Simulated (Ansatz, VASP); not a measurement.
# One calculation of La, two programs

The input INCAR:

```
PREC = Accurate ; ENCUT = 520
EDIFF = 1E-8 ; ISMEAR = -1
SIGMA = 0.03 ; LREAL = False
LASPH = True ; NELM = 100
ALGO = Normal ; ISIF = 2
LWAVE = False ; LCHARG = False
GGA = CA ; LEFG = True
NBANDS = 12
```

File KPOINTS:

```
regular mesh
0
Gamma
  11 11 11
```

Contents of POSCAR:

```
La
1.0
   -2.0951271325      2.0951271325      2.0951271325
    2.0951271325     -2.0951271325      2.0951271325
    2.0951271325      2.0951271325     -2.0951271325
La
1
Direct
    0.0000000000      0.0000000000      0.0000000000
```

Input for Ansatz:

```yaml
crystal:
  lattice:
    - [-2.0951271325, 2.0951271325, 2.0951271325]
    - [2.0951271325, -2.0951271325, 2.0951271325]
    - [2.0951271325, 2.0951271325, -2.0951271325]
  atoms:
    - { symbol: La, position: [0.0, 0.0, 0.0] }
kpoints:
  mp_grid: { grid: [11, 11, 11] }
scf:
  occupations: { method: fermi_dirac, width: 0.03 }
hamiltonian:
  xc: lda
  pseudopotentials: { kind: paw }
output:
  forces: true
  stress: true
  eigenvalues: true
  efg: { contact_densities: true }
```

Change from the starting cell: volume scaled by 0.96, PAW files.

Alike in both runs: task electric field gradients; functional LDA; k mesh 11 × 11 × 11; occupations fermi-dirac, width 0.03 eV; no spin polarisation.

|  | VASP | Ansatz |
| --- | --- | --- |
| version | VASP 6.6.1 | Ansatz 0.2.0 |
| potentials or method | VASP PAW LDA potentials, release 64 (La) | PAW with Ansatz's default frozen-core files, scalar-relativistic |
| plane-wave cutoff (eV) | 520 | 420 |
| valence electrons in the cell | 11 | 11 |

```tsv
	VASP	Ansatz	Ansatz less VASP
pressure (GPa)	-2.8	-2.8	+0.06
Vzz of the field gradient on the site that differs most (V/Å²)	0.0	0.0	0.00
```

Ansatz warned: «gradients_without_spin_orbit».

Spin-orbit coupling is left out, which matters for the levels of La.
